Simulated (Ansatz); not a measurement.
HfSiO4 on the sites of tetragonal HfO2 (relaxed group P-4m2) (it has left that coordination) was relaxed with 3 functionals in the PAW code Ansatz, cell and atoms free, the symmetry of the start kept (meshes: PBE 8×8×6, r2SCAN 8×8×4, PBEsol 8×8×4). The structure was generated, not taken from experiment, and needn't be the ground state; spin polarisation is off.

The PBE result:
```xyz
6
Lattice="3.3161 0.0000 0.0000 0.0000 3.3161 0.0000 0.0000 0.0000 5.7690" Properties=species:S:1:pos:R:3 pbc="T T T"
Si    1.6581    1.6581    2.8845
Hf    0.0000    0.0000    0.0000
O     1.6581    0.0000    3.5905
O     0.0000    1.6581    4.7569
O     0.0000    1.6581    2.1785
O     1.6581    0.0000    1.0121
```

The symmetry is P-4m2 (No. 115, tetragonal); conventional cell a = 3.316 Å, c = 5.769 Å, 10.57 Å³ an atom. Si is surrounded by 4 O at 1.80 Å; Hf is surrounded by 4 O at 1.94 Å; O is surrounded by 2 Si at 1.80 Å; O is surrounded by 2 Hf at 1.94 Å.

**Question.** Order the functionals by the relaxed volume, smallest first.
A. r2SCAN
B. PBEsol
C. PBE

**Answer.** B (9.95 Å³/atom), A (10.26 Å³/atom), C (10.57 Å³/atom).

**Question.** What lattice does PBEsol give?

**Answer.** a = 3.310 Å, c = 5.447 Å; the volume differs by -5.9 % from PBE's. Si is surrounded by 4 O at 1.81 Å; Hf is surrounded by 8 O at 1.94–2.58 Å; O is surrounded by 2 Si at 1.81 Å and 2 Hf at 2.58 Å (further sites aren't listed).

**Question.** How does the cell change with r2SCAN?

**Answer.** a = 3.286 Å, c = 5.700 Å; the volume differs by -3.0 % from PBE's. Around Si lie 4 O at 1.78 Å; around Hf lie 4 O at 1.93 Å; around O lie 2 Si at 1.78 Å (further sites aren't listed).

**Question.** Held at the r2SCAN cell, what mean stress does PBE find, and does its sign point to its own minimum?

**Answer.** Yes. PBE +6.72 GPa, and its relaxed volume is +3.1 % from r2SCAN's. Compression counts positive, so a positive stress asks for a larger cell.
